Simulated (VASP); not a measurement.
# PbSe (Clausthalite) (Fm-3m) in VASP: settings compared

One crystal, PbSe (Clausthalite), is run at these levels: vdW-DF-cx, vdW-DF2, optB86b-vdW, rev-vdW-DF2; tasks: relaxation of cell and atoms.

Program: VASP 6.6.1. These are calculated values, not measurements. Logs are shortened: lines on timing, memory, paths and dates and some standing lists are left out, and cuts for length are marked.

**1. The crystal as given**

It takes space group Fm-3m (No. 225, cubic). The conventional cell has a = 6.121 Å, b = 6.121 Å, c = 6.121 Å, α = 90.00°, β = 90.00°, γ = 90.00°. Pb (site symmetry m-3m) is surrounded by 6 Se at 3.06 Å. Se (site symmetry m-3m) is surrounded by 6 Pb at 3.06 Å.

**2. Relaxation of cell and atoms, vdW-DF-cx**

Contents of INCAR:

```
PREC = Accurate
ENCUT = 600
EDIFF = 1E-7
ISMEAR = -1
SIGMA = 0.05
LREAL = F
LASPH = T
NELM = 60
ALGO = Normal
ISIF = 3
LWAVE = F
LCHARG = F
GGA = CX
LUSE_VDW = T
AGGAC = 0.0
IBRION = 2
NSW = 40
EDIFFG = -0.02
```

Contents of KPOINTS:

```
Automatic mesh
0
Gamma
  8 8 8
```

Contents of POSCAR:

```
PbSe
1.0
    0.0000000000      3.0606500000      3.0606500000
    3.0606500000      0.0000000000      3.0606500000
    3.0606500000      3.0606500000      0.0000000000
Pb Se
1 1
Direct
    0.0000000000      0.0000000000      0.0000000000
    0.5000000000      0.5000000000      0.5000000000
```

Potentials or basis: VASP PAW PBE potentials, release 64 (Pb_d, Se).

Command:

```bash
> cat potpaw_PBE.64/Pb_d/POTCAR potpaw_PBE.64/Se/POTCAR > POTCAR
> mpirun -np 1 vasp_std > vasp.out
```

OUTCAR:

```text
PREC = Accurate
   ENCUT = 600
   EDIFF = 1E-7
   ISMEAR = -1
   LREAL = F
   LASPH = T
   NELM = 60
   ISIF = 3
   GGA = CX
   IBRION = 2
   NSW = 40
   EDIFFG = -0.02

 ion  position               nearest neighbor table
   1  0.000  0.000  0.000-   2 3.06   2 3.06   2 3.06   2 3.06   2 3.06   2 3.06
   2  0.500  0.500  0.500-   1 3.06   1 3.06   1 3.06   1 3.06   1 3.06   1 3.06

  LATTYP: Found a face centered cubic cell.
 ALAT       =     6.1213000000

  Lattice vectors:

 A1 = (   0.0000000000,   3.0606500000,   3.0606500000)
 A2 = (   3.0606500000,   0.0000000000,   3.0606500000)
 A3 = (   3.0606500000,   3.0606500000,   0.0000000000)

Analysis of symmetry for initial positions (statically):
=====================================================================
 Subroutine PRICEL returns:
 Original cell was already a primitive cell.

 Routine SETGRP: Setting up the symmetry group for a
 face centered cubic supercell.

 Subroutine GETGRP returns: Found 48 space group operations
 (whereof 48 operations were pure point group operations)
 out of a pool of 48 trial point group operations.

The static configuration has the point symmetry O_h .

Analysis of symmetry for dynamics (positions and initial velocities):
=====================================================================
 Subroutine PRICEL returns:
 Original cell was already a primitive cell.

 Routine SETGRP: Setting up the symmetry group for a
 face centered cubic supercell.

 Subroutine GETGRP returns: Found 48 space group operations
 (whereof 48 operations were pure point group operations)
 out of a pool of 48 trial point group operations.

The dynamic configuration has the point symmetry O_h .

 Subroutine INISYM returns: Found 48 space group operations
 (whereof 48 operations are pure point group operations),
 and found     1 'primitive' translations

----------------------------------------------------------------------------------------

                                     Primitive cell

  volume of cell :      57.3418

  direct lattice vectors                    reciprocal lattice vectors
     0.000000000  3.060650000  3.060650000    -0.163363991  0.163363991  0.163363991
     3.060650000  0.000000000  3.060650000     0.163363991 -0.163363991  0.163363991
     3.060650000  3.060650000  0.000000000     0.163363991  0.163363991 -0.163363991

  length of vectors
     4.328412740  4.328412740  4.328412740     0.282954733  0.282954733  0.282954733

  position of ions in fractional coordinates (direct lattice)
     0.000000000  0.000000000  0.000000000
     0.500000000  0.500000000  0.500000000

  ion indices of the primitive-cell ions
   primitive index   ion index
                 1           1
                 2           2

----------------------------------------------------------------------------------------

 KPOINTS: Automatic mesh

Automatic generation of k-mesh.
 Grid dimensions read from file:
 generate k-points for:    8    8    8

 Generating k-lattice:

  Cartesian coordinates                     Fractional coordinates (reciprocal lattice)
    -0.020420499  0.020420499  0.020420499     0.125000000  0.000000000  0.000000000
     0.020420499 -0.020420499  0.020420499     0.000000000  0.125000000  0.000000000
     0.020420499  0.020420499 -0.020420499     0.000000000  0.000000000  0.125000000

  Length of vectors
     0.035369342  0.035369342  0.035369342

  Shift w.r.t. Gamma in fractional coordinates (k-lattice)
     0.000000000  0.000000000  0.000000000

 Subroutine IBZKPT returns following result:
 ===========================================

 Found     29 irreducible k-points:

 Following reciprocal coordinates:
            Coordinates               Weight
  0.000000  0.000000  0.000000      1.000000
  0.125000  0.000000  0.000000      8.000000
  0.250000  0.000000  0.000000      8.000000
  0.375000  0.000000  0.000000      8.000000
  0.500000  0.000000  0.000000      4.000000
  0.125000  0.125000  0.000000      6.000000
[... 16 lines left out ...]
  0.500000  0.250000  0.125000     48.000000
 -0.375000  0.250000  0.125000     24.000000
 [... further k-points ...]
   k-points           NKPTS =     29   k-points in BZ     NKDIM =     29   number of bands    NBANDS=     14
   number of dos      NEDOS =    301   number of ions     NIONS =      2
   total plane-waves  NPLWV =  46656
   dimension x,y,z NGX =    36 NGY =   36 NGZ =   36
   dimension x,y,z NGXF=    72 NGYF=   72 NGZF=   72
   ions per type =               1   1
   NGX,Y,Z   is equivalent  to a cutoff of  13.83, 13.83, 13.83 a.u.
   NGXF,Y,Z  is equivalent  to a cutoff of  27.65, 27.65, 27.65 a.u.
 SYSTEM =  unknown system
   PREC   = accura    normal or accurate (medium, high low for compatibility)
   ISTART =      0    job   : 0-new  1-cont  2-samecut
   ICHARG =      2    charge: 1-file 2-atom 10-const
   ISPIN  =      1    spin polarized calculation?
   LNONCOLLINEAR =      F non collinear calculations
   LSORBIT =      F    spin-orbit coupling
   LASPH  =      T    aspherical Exc in radial PAW
   ENCUT  =  600.0 eV  44.10 Ry    6.64 a.u.   8.64  8.64  8.64*2*pi/ulx,y,z
   NELM   =     60;   NELMIN=  2; NELMDL= -5     # of ELM steps
   EDIFF  = 0.1E-06   stopping-criterion for ELM
   LREAL  =      F    real-space projection
   EDIFFG = -.2E-01   stopping-criterion for IOM
   NSW    =     40    number of steps for IOM
   IBRION =      2    ionic relax: 0-MD 1-quasi-New 2-CG
   NFREE  =      1    steps in history (QN), initial steepest desc. (CG)
   ISIF   =      3    stress and relaxation
   ISYM   =      2    0-nonsym 1-usesym 2-fastsym
   POTIM  = 0.5000    time-step for ionic-motion
   TEBEG  =    0.0;   TEEND  =   0.0 temperature during run
   PSTRESS=    0.0 pullay stress
   NELECT =      20.0000    total number of electrons
   NUPDOWN=      -1.0000    fix difference up-down
   EMIN   =  10.00;   EMAX   =-10.00  energy-range for DOS
   EFERMI =   0.00;   METHOD = LEGACY
   ISMEAR =    -1;   SIGMA  =   0.05  broadening in eV -4-tet -1-fermi 0-gaus
   EFERMI_NEDOS =   21; number of points for ismear=-14 and -15
   IALGO  =     38    algorithm
   IMIX   =      4    mixing-type and parameters
     AMIX     =   0.40;   BMIX     =  1.00
     AMIX_MAG =   1.60;   BMIX_MAG =  1.00
  volume/ion in A,a.u.               =      28.67       193.48
  Fermi-wavevector in a.u.,A,eV,Ry     =   1.152377  2.177676 18.068159  1.327972
  Thomas-Fermi vector in A             =   2.289028
   LORBIT       =      0    0 simple, 1 ext, 2 COOP (PROOUT), +10 PAW based schemes
   GGA     = CX    functional components
   LHFCALC =     F    Hartree Fock is set to
   AEXX    =    0.0000 exact exchange contribution
   IVDW_NL    =     1    kernel type
   BPARAM     = 6.3000
   IVDW    =     0    specifies the selected vdW correction
   LEPSILON=     F    determine dielectric tensor
   LRPA    =     F    only Hartree local field effects (RPA)
 conjugate gradient relaxation of ions
 non-spin polarized calculation
  energy-cutoff  :      600.00
  volume of cell :       57.34
 maximum number of plane-waves:      1930
   NGX = 17   NGY = 17   NGZ = 17

 number of electron      20.0000001 magnetization

 Free energy of the ion-electron system (eV)
  ---------------------------------------------------
  ext. energy  EPLUGINS =         0.00000000
  ---------------------------------------------------
  free energy    TOTEN  =        -3.63218495 eV

  energy without entropy =       -3.63178947  energy(sigma->0) =       -3.63198721

 E-fermi :   5.0630     XC(G=0):  -9.6402

 val. band max:        4.9333187903   @ k =   0.5000   0.0000   0.0000
 cond. band min:       5.1926202250   @ k =   0.5000   0.0000   0.0000
 fundamental gap:      0.2593014347
 Fermi energy:         5.0630009385

 k-point     1 :       0.0000    0.0000    0.0000
  band No.  band energies     occupation
      1     -11.8258      2.00000
      2     -11.8258      2.00000
      3     -11.8258      2.00000
      4     -11.8223      2.00000
      5     -11.8223      2.00000
      6      -8.6482      2.00000
      7      -1.4118      2.00000
      8       3.0832      2.00000
      9       3.0832      2.00000
     10       3.0832      2.00000
     11       9.5981      0.00000
     12       9.5981      0.00000
     13       9.5981      0.00000
     14      11.4525      0.00000

 k-point     2 :       0.1250    0.0000    0.0000
  band No.  band energies     occupation
      1     -11.8268      2.00000
      2     -11.8268      2.00000
      3     -11.8252      2.00000
      4     -11.8200      2.00000
      5     -11.8200      2.00000
      6      -8.5291      2.00000
      7      -1.8012      2.00000
      8       3.1244      2.00000
      9       3.1244      2.00000
     10       3.3520      2.00000
     11       8.5448      0.00000
     12       8.9344      0.00000
     13       8.9344      0.00000
     14      11.2597      0.00000

 k-point     3 :       0.2500    0.0000    0.0000
  band No.  band energies     occupation
      1     -11.8353      2.00000
      2     -11.8353      2.00000
      3     -11.8241      2.00000
      4     -11.8085      2.00000
      5     -11.8085      2.00000
      6      -8.2017      2.00000
      7      -2.6661      2.00000
      8       3.2452      2.00000
      9       3.2452      2.00000
     10       3.8940      2.00000
     11       7.0637      0.00000
     12       7.8211      0.00000
     13       7.8211      0.00000
     14      11.4500      0.00000

 k-point     4 :       0.3750    0.0000    0.0000
  band No.  band energies     occupation
      1     -11.8439      2.00000
      2     -11.8439      2.00000
      3     -11.8232      2.00000
      4     -11.7966      2.00000
      5     -11.7966      2.00000
      6      -7.7870      2.00000
      7      -3.5215      2.00000
      8       3.4089      2.00000
      9       3.4089      2.00000
     10       4.4414      1.99999
     11       5.9033      0.00000
     12       6.9462      0.00000
     13       6.9462      0.00000
     14      12.4031      0.00000

 k-point     5 :       0.5000    0.0000    0.0000
  band No.  band energies     occupation
      1     -11.8475      2.00000
      2     -11.8475      2.00000
      3     -11.8229      2.00000
      4     -11.7917      2.00000
      5     -11.7917      2.00000
      6      -7.5712      2.00000
      7      -3.9012      2.00000
      8       3.4962      2.00000
      9       3.4962      2.00000
     10       4.9333      1.86090
     11       5.1926      0.13926
[... 276 lines left out ...]
 k-point    22 :       0.3750    0.2500    0.1250
  band No.  band energies     occupation
      1     -11.8626      2.00000
      2     -11.8283      2.00000
      3     -11.8255      2.00000
      4     -11.8043      2.00000
      5     -11.7998      2.00000
      6      -7.9216      2.00000
      7      -2.8512      2.00000
      8       2.0528      2.00000
      9       2.9817      2.00000
     10       3.7240      2.00000
     11       6.8559      0.00000
     12       8.0500      0.00000
     13       9.1439      0.00000
     14      10.8821      0.00000

 k-point    23 :       0.5000    0.2500    0.1250
  band No.  band energies     occupation
      1     -11.8754      2.00000
      2     -11.8316      2.00000
      3     -11.8216      2.00000
      4     -11.8012      2.00000
      5     -11.7934      2.00000
      6      -7.5565      2.00000
      7      -3.3407      2.00000
      8       1.7057      2.00000
      9       2.4578      2.00000
     10       3.9107      2.00000
     11       6.6276      0.00000
     12       8.0457      0.00000
     13       9.1254      0.00000
     14      11.5631      0.00000

 k-point    24 :      -0.3750    0.2500    0.1250
  band No.  band energies     occupation
      1     -11.8801      2.00000
      2     -11.8347      2.00000
      3     -11.8149      2.00000
      4     -11.8048      2.00000
      5     -11.7896      2.00000
      6      -7.3771      2.00000
      7      -3.5752      2.00000
      8       1.6974      2.00000
      9       2.0719      2.00000
     10       4.1270      2.00000
     11       6.2997      0.00000
     12       8.3474      0.00000
     13       9.0203      0.00000
     14      12.5436      0.00000

 [... further k-points ...]

------------------------ aborting loop because EDIFF is reached ----------------------------------------

  FORCE on cell =-STRESS in cart. coord.  units (eV):
  Direction    XX          YY          ZZ          XY          YZ          ZX
  --------------------------------------------------------------------------------------
  -------------------------------------------------------------------------------------
  Total        0.0193741      0.0193741      0.0193741      0.0000000      0.0000000      0.0000000
  in kB        0.5413283      0.5413283      0.5413283      0.0000000      0.0000000      0.0000000
  external PRESSURE =       0.5413283 kB  Pullay stress =       0.0000000 kB

 VOLUME and BASIS-vectors are now :
 -----------------------------------------------------------------------------
  energy-cutoff  :      600.00
  volume of cell :       57.34
      direct lattice vectors                 reciprocal lattice vectors
     0.000000000  3.060650000  3.060650000    -0.163363991  0.163363991  0.163363991
     3.060650000  0.000000000  3.060650000     0.163363991 -0.163363991  0.163363991
     3.060650000  3.060650000  0.000000000     0.163363991  0.163363991 -0.163363991

 POSITION                                       TOTAL-FORCE (eV/Angst)
 -----------------------------------------------------------------------------------
      0.00000      0.00000      0.00000        -0.000000      0.000000     -0.000000
      3.06065      3.06065      3.06065         0.000000     -0.000000      0.000000
 -----------------------------------------------------------------------------------
    total drift:                               -0.000000      0.000000      0.000000

  FREE ENERGIE OF THE ION-ELECTRON SYSTEM (eV)
  ---------------------------------------------------
  free  energy   TOTEN  =        -3.6321849498 eV

  energy  without entropy=       -3.6317894667  energy(sigma->0) =       -3.63198721

Total vdW correction in eV:      3.4936524

 reached required accuracy - stopping structural energy minimisation
```

Wall time 90 s (1 thread of AMD EPYC 7R13 (Zen 3), shared host); peak memory 0.45 GiB.

Results:

| Property | Result |
| --- | --- |
| Free energy | -3.6322 eV |
| Pressure after relaxing | 0.1 GPa |
| Band gap on the k mesh | 0.26 eV, direct |

Final structure:
```
CELL_PARAMETERS angstrom
0.00000 3.06065 3.06065
3.06065 0.00000 3.06065
3.06065 3.06065 0.00000
ATOMIC_POSITIONS crystal
Pb 0.00000 0.00000 0.00000
Se 0.50000 0.50000 0.50000
```

Caveat: the relaxation stopped at its first step, so nothing moved; the PAW data sets were made with another functional, which shifts forces and pressure a little; spin-orbit coupling is left out, which as a rule narrows the gap of such compounds by several tenths of an eV.

(Part 1 of 2 ends here.)
